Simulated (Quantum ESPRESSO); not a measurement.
The S K edge of atom 3 in CdS (Greenockite, P6_3mc), with 1 Cd at 2.53 Å and 3 Cd at 2.54 Å (tetrahedral, site symmetry 3m), was computed in 2 ways: full core hole (charged cell) and no core hole. Program and functional: Quantum ESPRESSO XSpectra, PBE, Lorentzian half width 0.3 eV up to 4 eV, rising linearly to 2.5 eV at 25 eV; cells of 4 and 12 atoms (the run without a hole in the smaller).

Each run is counted from its own lowest empty level or Fermi level and scaled to a mean of 1 over its first 20 eV. (XSpectra's own axis starts at xe0, in the gap; it has been shifted.)

```
E (eV)  run 1  run 2
  -2.0   0.03   0.03
  -1.5   0.04   0.04
  -1.0   0.05   0.04
  -0.5   0.07   0.06
   0.0   0.09   0.07
   0.5   0.15   0.12
   1.0   0.30   0.23
   1.5   0.48   0.41
   2.0   1.00   0.69
   2.5   1.78   1.22
   3.0   1.85   1.33
   3.5   1.46   1.40
   4.0   1.49   1.42
   4.5   1.74   1.79
   5.0   1.41   1.44
   5.5   1.36   1.52
   6.0   1.51   1.68
   6.5   1.43   1.73
   7.0   1.18   1.52
   7.5   0.94   1.23
   8.0   0.84   1.06
   8.5   0.83   0.99
   9.0   0.83   0.95
   9.5   0.78   0.89
  10.0   0.72   0.80
  10.5   0.71   0.76
  11.0   0.74   0.77
  11.5   0.80   0.79
  12.0   0.87   0.82
  12.5   0.96   0.88
  13.0   1.03   0.95
  13.5   1.08   1.01
  14.0   1.09   1.05
  14.5   1.07   1.06
  15.0   1.05   1.06
  15.5   1.01   1.03
  16.0   0.98   0.98
  16.5   0.94   0.94
  17.0   0.91   0.90
  17.5   0.88   0.88
  18.0   0.86   0.85
  18.5   0.84   0.83
  19.0   0.84   0.81
  19.5   0.84   0.80
  20.0   0.85   0.79
  20.5   0.87   0.79
  21.0   0.90   0.80
  21.5   0.93   0.81
  22.0   0.96   0.84
  22.5   0.99   0.87
  23.0   1.02   0.89
  23.5   1.05   0.92
  24.0   1.07   0.95
  24.5   1.09   0.97
  25.0   1.10   0.99
  25.5   1.10   1.00
  26.0   1.10   1.01
  26.5   1.09   1.01
  27.0   1.08   1.00
  27.5   1.07   1.00
  28.0   1.06   0.99
  28.5   1.05   0.99
  29.0   1.04   0.99
  29.5   1.04   0.99
  30.0   1.04   1.00
  30.5   1.04   1.00
  31.0   1.03   1.00
  31.5   1.02   0.99
  32.0   1.00   0.97
```

The database entry behind the starting cell differs from later determinations by our own check (about 0.35 % long), so it need not match the best structure at ambient conditions.

**Question.** Which run is which?

Run 1: full core hole (charged cell) (area from −2 to 6 eV 7.0, main maxima 2.8 eV (1.87), 4.3 eV (1.81), 6.0 eV (1.52) and 13.9 eV (1.09)). Run 2: no core hole (area from −2 to 6 eV 6.3, main maxima 2.9 eV (1.36), 3.4 eV (1.43), 4.4 eV (1.82) and 6.4 eV (1.74)). With each curve scaled to its own mean, the area from −2 to 6 eV with the hole is 7.0 against 6.3, and the centre of weight from −1 to 20 eV moves by -0.2 eV (first and strongest maxima below 20 eV: 2.9 eV (1.36), 3.4 eV (1.43), 4.4 eV (1.82) and 6.4 eV (1.74) without the hole, 2.8 eV (1.87), 4.3 eV (1.81) and 6.0 eV (1.52) with it); the shape changes all the same, by 16 % r.m.s.

[Banner, clock and machine lines of the logs are left out without a mark of their own.]

[Logs are printed without paths, hosts, clocks, repeated set-up lines and the standing remarks that a program may print on its own settings, such as how far it seeks lower states.]

[Hosts, paths, dates, database ids (printed as entryN), source tags and the programs' standing remarks are cut or masked in the printed files.]

[Lists of maxima count a maximum above −3 eV only where it reaches 4 % of the highest in the window and stands out from its surroundings by 2 % of it (1.5 % where it reaches 55 %); shoulders and weaker maxima are passed over, and of the rest the first, up to two pre-edge ones and the few strongest are named.]
